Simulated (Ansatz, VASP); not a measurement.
## One calculation of MgS, two programs

```
Mg S
1.0
     0.00000    2.90448    2.90448
     2.90448    0.00000    2.90448
     2.90448    2.90448    0.00000
Mg S
1 1
Direct
  0.00000 0.00000 0.00000
  0.75000 0.75000 0.75000
```

Alike in both runs: task single point; functional PBE; k mesh 6 × 6 × 6; no spin polarisation.

|  | VASP | Ansatz |
| --- | --- | --- |
| version | VASP 6.6.1 | Ansatz 0.2.0 |
| potentials or method | VASP PAW PBE potentials, release 64 (Mg, S) | plane waves, PAW |
| plane-wave cutoff (eV) | 520 | 420 |
| occupations | gaussian, width 0.01 eV | fixed |
| valence electrons in the cell | 8 | 16 |

Ansatz gave:

```
gap on the k mesh at the Fermi level (eV) : 3.09
pressure (GPa)                            : -2.8
```

Q: Which values does VASP return?

A: gap on the k mesh at the Fermi level (eV): 3.09; pressure (GPa): -3.0.

The two sets of potentials don't hold the same shells in valence.
